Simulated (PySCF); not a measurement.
## Telling isomers of C3H2N2 apart by NMR

Computed data (PySCF): NMR shieldings at PBE0/pcSseg-1/GIAO, structure optimised with GFN2-xTB, J: B3LYP/pcJ-1. Single conformer, fast rotation and ring inversion assumed for equivalent nuclei, relativity neglected, in vacuum.

References, each an isolated molecule treated in the same way: 1H, 13C against TMS. Multiplet labels drop J under 1 Hz and among equivalent protons, and merge close values. Unscaled 3J(H,H) run several per cent high. Shifts are as computed. Against solution values, carbons near 30 ppm lie about +3 ppm off and those near 130 ppm about +5 ppm. Of 1211 compounds with measured shifts, 218 miss one by over three times the rms of a fit or turn the order of signals round; such compounds aren't used in these exercises.

(1) Tabulate the signals of `N#CCC#N`, `N#C[C@H]1C=N1` and their relative energies.

(2) What is the quickest way to tell N#CCC#N from N#C[C@H]1C=N1?

## Answers

(1) 
| SMILES | carbon types | δC | δH | E rel. (kcal/mol) |
| --- | --- | --- | --- | --- |
| N#CCC#N | 2×C 1×CH2 | 114.3, 6.5 | 3.24 (s, 2H) | 0.0 |
| N#C[C@H]1C=N1 | 1×C 2×CH | 167.5, 125.3, 8.9 | 10.01 (d, 1H), 1.81 (d, 1H) | 34.8 |

Energies are electronic energies at PBE0/pcSseg-1 on these geometries, without zero-point or thermal terms, each for the one conformer computed, which needn't be the lowest.

(2) Count the carbon signals: 2 against 3. The first has an sp3 CH2 α to a nitrile at 6.5 ppm, the second a C=N carbon (CH) at 167.5 ppm. Their most deshielded carbons lie at 114.3 and 167.5 ppm. In the proton spectra the most deshielded non-exchanging signals are 3.24 (s, 2H) and 10.01 (d, J = 2.1 Hz, 1H).
